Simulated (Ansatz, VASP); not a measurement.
**GaP2 in VASP and in Ansatz**

```
CELL_PARAMETERS angstrom
0.00000 3.06691 3.06691
3.06691 0.00000 3.06691
3.06691 3.06691 0.00000
ATOMIC_POSITIONS crystal
Ga 0.50000 0.50000 0.50000
P 0.75000 0.75000 0.75000
P 0.00000 0.00000 0.00000
```

Alike in both runs: task relaxation of cell and atoms; functional PBE; k mesh 6 × 6 × 6; occupations gaussian, width 0.1 eV; no spin polarisation.

|  | VASP | Ansatz |
| --- | --- | --- |
| version | VASP 6.6.1 | Ansatz 0.2.0 |
| potentials or method | VASP PAW PBE potentials, release 64 (Ga_d, P) | scalar-relativistic, plane waves, PAW |
| plane-wave cutoff (eV) | 600 | 420 |
| valence electrons in the cell | 23 | 23 |

Ansatz gave:

| Item | Value |
| --- | --- |
| gap on the k mesh at the Fermi level, each at its own relaxed structure (eV) | none |
| relaxed volume (Å³/atom) | 18.01 |
| relaxed cell length with the largest relative difference (Å) | 4.243 |
| energy change over the relaxation (meV/atom) | -13 |

Estimate VASP's values.

gap on the k mesh at the Fermi level, each at its own relaxed structure (eV): none; relaxed volume (Å³/atom): 18.00; relaxed cell length with the largest relative difference (Å): 4.243; energy change over the relaxation (meV/atom): -13.

A gap of «none» marks a metal or a gap that the smearing closes.
